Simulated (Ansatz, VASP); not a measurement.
## BaS in VASP and in Ansatz

The input INCAR:

```
PREC = Accurate ; ENCUT = 520
EDIFF = 1E-6 ; ISMEAR = 0
SIGMA = 0.05 ; LREAL = False
LASPH = True ; NELM = 100
ALGO = Normal ; ISIF = 2
LWAVE = False ; LCHARG = False
GGA = PS ; NBANDS = 15
```

File KPOINTS:

```
Automatic mesh
0
Gamma
  8 8 8
```

The input POSCAR:

```
BaS
1.0
    0.0000000000      3.1663007200      3.0713116984
    3.1663007200      0.0000000000      3.0713116984
    3.1663007200      3.1663007200      0.0000000000
Ba S
1 1
Direct
    0.0000000000      0.0000000000      0.0000000000
    0.5000000000      0.5000000000      0.5000000000
```

Input for Ansatz:

```yaml
crystal:
  lattice:
    - [0.0, 3.16630072, 3.0713116984]
    - [3.16630072, 0.0, 3.0713116984]
    - [3.16630072, 3.16630072, 0.0]
  atoms:
    - { symbol: Ba, position: [0.0, 0.0, 0.0] }
    - { symbol: S, position: [0.5, 0.5, 0.5] }
basis:
  ecutwfc: 420
kpoints:
  mp_grid: { grid: [8, 8, 8] }
hamiltonian:
  xc: pbesol
scf:
  occupations: { method: gaussian, width: 0.05 }
output:
  forces: true
  stress: true
  eigenvalues: true
```

Change from the starting cell: strain -0.0300 x Voigt [0, 0, 1, 0, 0, 0], atoms carried along.

Alike in both runs: task single point; functional PBEsol; k mesh 8 × 8 × 8; occupations gaussian, width 0.05 eV; no spin polarisation.

|  | VASP | Ansatz |
| --- | --- | --- |
| version | VASP 6.6.1 | Ansatz 0.2.0 |
| potentials or method | VASP PAW PBE potentials, release 64 (Ba_sv, S) | scalar-relativistic, plane waves, PAW |
| plane-wave cutoff (eV) | 520 | 420 |
| valence electrons in the cell | 16 | 16 |

```tsv
	VASP	Ansatz	Ansatz less VASP
gap on the k mesh at the Fermi level (eV)	1.76	1.88	+0.119
least direct gap on the mesh (eV)	1.88	1.96	+0.079
pressure (GPa)	2.4	1.6	-0.77
largest component of the traceless stress (GPa)	2.37	2.17	-0.206
```

With one functional, cell and mesh, what is left measures potentials, basis and numerics.

Caveats: the PAW data sets were made with another functional, which shifts forces and pressure a little (VASP); spin-orbit coupling is left out, which moves the levels of the heavy elements. A k mesh can miss the band edges.
